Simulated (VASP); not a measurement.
# InAs in VASP 6.6.1, single-point calculation

INCAR

```
PREC = Accurate
ENCUT = 520
NELM = 79
IBRION = -1
NBANDS = 16
LCHARG = .FALSE.
SIGMA = 0.02
LREAL = .FALSE.
ISMEAR = -1
ISIF = 2
EDIFF = 1E-7
GGA = PE
LASPH = .TRUE.
LWAVE = .FALSE.
NSW = 0
```

KPOINTS

```
KPOINTS created by Atomic Simulation Environment
0
Gamma
1 1 1
0 0 0
```

POSCAR

```
In As
 1.0000000000000000
     0.0000000000000000    2.9934986636000001    3.1184735085000002
     2.9934986636000001    0.0000000000000000    3.1184735085000002
     2.9934986636000001    2.9934986636000001    0.0000000000000000
 In  As
   1   1
Cartesian
  0.0000000000000000  0.0000000000000000  0.0000000000000000
  1.4967493317999998  1.4967493317999998  1.5592367542499999
```

The recommended PBE PAW datasets give the neutral cell 18 valence electrons.

Command

```
mpirun -np 1 vasp_std
```

OSZICAR

```
N       E                     dE             d eps       ncg     rms          rms(c)
DAV:   1     0.127286764378E+03    0.12729E+03   -0.83558E+03    32   0.123E+03
DAV:   2     0.147587431898E+02   -0.11253E+03   -0.10555E+03    32   0.289E+02
DAV:   3     0.557931485300E+01   -0.91794E+01   -0.90453E+01    40   0.793E+01
DAV:   4     0.536556075979E+01   -0.21375E+00   -0.21340E+00    32   0.133E+01
DAV:   5     0.535843413267E+01   -0.71266E-02   -0.71245E-02    48   0.253E+00    0.847E+00
DAV:   6     0.647959344472E+01    0.11212E+01   -0.25470E+00    56   0.142E+01    0.613E+00
DAV:   7     0.659731072556E+01    0.11772E+00   -0.52290E-01    32   0.406E+00    0.310E+00
DAV:   8     0.660664749532E+01    0.93368E-02   -0.17917E-01    48   0.115E+00    0.181E+00
DAV:   9     0.661340327336E+01    0.67558E-02   -0.22695E-02    32   0.104E+00    0.664E-01
DAV:  10     0.661009625548E+01   -0.33070E-02   -0.57048E-03    32   0.421E-01    0.382E-01
DAV:  11     0.661060792288E+01    0.51167E-03   -0.57465E-04    32   0.171E-01    0.123E-01
DAV:  12     0.661011721967E+01   -0.49070E-03   -0.50955E-04    32   0.117E-01    0.168E-01
DAV:  13     0.661024738828E+01    0.13017E-03   -0.94804E-05    32   0.656E-02    0.912E-03
DAV:  14     0.661024375511E+01   -0.36332E-05   -0.48104E-06    48   0.135E-02    0.163E-02
DAV:  15     0.661024482189E+01    0.10668E-05   -0.14636E-06    32   0.615E-03    0.271E-03
DAV:  16     0.661024481167E+01   -0.10223E-07   -0.11364E-07    48   0.208E-03
   1 F= 0.66102448E+01 E0= 0.66446413E+01  d E =-.687930E-01
```

Standard output (part)

```
POSCAR found type information on POSCAR InAs
 POSCAR found :  2 types and       2 ions
 LDA part: xc-table for (Slater+PW92), standard interpolation
 POSCAR, INCAR and KPOINTS ok, starting setup
 WAVECAR not read
 entering main loop
```

From OUTCAR

```
k-points           NKPTS =      1   k-points in BZ     NKDIM =      1   number of bands    NBANDS=     16

   NELECT =      18.0000    total number of electrons

   dimension x,y,z NGX =    32 NGY =   32 NGZ =   32
   dimension x,y,z NGXF=    64 NGYF=   64 NGZF=   64

  energy-cutoff  :      520.00
  volume of cell :       55.89
      direct lattice vectors                 reciprocal lattice vectors
     0.000000000  2.993498664  3.118473509    -0.167028636  0.167028636  0.160334856
     2.993498664  0.000000000  3.118473509     0.167028636 -0.167028636  0.160334856
     2.993498664  2.993498664  0.000000000     0.167028636  0.167028636 -0.160334856

 k-points in reciprocal lattice and weights: KPOINTS created by Atomic Simulation Env
   0.00000000  0.00000000  0.00000000       1.000

 E-fermi :   5.2817

 k-point     1 :       0.0000    0.0000    0.0000
  band No.  band energies     occupation
      1      -9.8263      2.00000
      2      -9.8263      2.00000
      3      -9.8092      2.00000
      4      -9.7440      2.00000
      5      -9.7377      2.00000
      6      -6.5404      2.00000
      7       4.6912      2.00000
      8       5.2398      1.78092
      9       5.2773      1.10954
     10       5.2773      1.10954
     11       8.5507      0.00000
     12       8.5507      0.00000
     13       8.5582      0.00000
     14      11.7949      0.00000
     15      14.1227      0.00000
     16      14.3121      0.00000

  Total       20.9525108     20.9525108     27.8037382      0.0000000      0.0000000      0.0000000
  in kB      600.6430608    600.6430608    797.0463568      0.0000000      0.0000000      0.0000000
  external PRESSURE =     666.1108261 kB  Pullay stress =       0.0000000 kB

 POSITION                                       TOTAL-FORCE (eV/Angst)
 -----------------------------------------------------------------------------------
      0.00000      0.00000      0.00000         0.000000      0.000000      0.000000
      1.49675      1.49675      1.55924         0.000000     -0.000000      0.000000
 -----------------------------------------------------------------------------------
    total drift:                               -0.000000     -0.000000      0.000000

  FREE ENERGIE OF THE ION-ELECTRON SYSTEM (eV)
  ---------------------------------------------------
  free  energy   TOTEN  =         6.6102448117 eV

  energy  without entropy=        6.6790378226  energy(sigma->0) =        6.64464132
```

It converged. Results: gap between bands v and c on the k mesh 0.00 eV; least direct gap on the k mesh 0.00 eV; pressure 66.6 GPa. Band v is the last that the valence electrons fill when counted band by band, and c is the next.

These settings aren't sound, so the numbers aren't properties of the crystal.

The fault: one k point for a small cell.

On sound settings PBE gives a gap of 0.00 eV on its mesh and a pressure of 3.2 GPa for the intended cell. This run's energy (σ→0) differs from it by 7161 meV an atom.

The run took about 5.6 s on one core of a shared host (Intel Xeon Platinum 8488C) and held 0.17 GiB at most.
